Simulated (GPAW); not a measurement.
Runs of GPAW 26.7.0 on AlPt. Symmetry: P2_13, No. 198, cubic system. The conventional cell has a = 4.879 Å, b = 4.879 Å, c = 4.879 Å, α = 90.00°, β = 90.00°, γ = 90.00°. Around Pt (site symmetry 3) lie 7 Al at 2.60 to 2.63 Å. Al (site symmetry 3) has 7 Pt at 2.60 to 2.63 Å as nearest neighbours. The cell is a database's computed one.

| level | U | gap on the mesh (eV) | pressure (GPa) | largest force (eV/Å) |
| --- | --- | --- | --- | --- |
| PBEsol+U | Pt d U = 5 eV | none | (b) | 0.07 |
| PBEsol | - | none | -0.6 | 0.08 |
| PBEsol+U | Pt d U = 4 eV | none | -4.0 | 0.07 |
| PBEsol+U | Pt d U = 2 eV | none | -2.4 | 0.08 |
| PBEsol+U | Pt d U = 6 eV | none | (c) | 0.08 |
| PBEsol+U | Pt d U = 3 eV | none | -3.2 | 0.08 |
| PBEsol+U | Pt d U = 8 eV | none | -6.8 | (a) |

Alike in all rows: task single point; potentials or basis PAW data sets generated in the run's folder for this functional, pw; no spin polarisation; cell as given; k mesh 5 × 5 × 5; cutoff (eV) 600; smearing fermi-dirac 0.05 eV.

Problem. Fill in the values left out.

Solution. (a) 0.10; (b) -4.8; (c) -5.6.

Caveats: U without spin polarisation on a metal has little footing (some runs); the U is typed as a test and isn't derived for this compound (some runs).

A k mesh can miss the band edges, and the runs leave out spin-orbit coupling on Pt.

A gap of «none» marks a metal or a gap under the smearing width.

Runs at the PBE level aren't shown here.
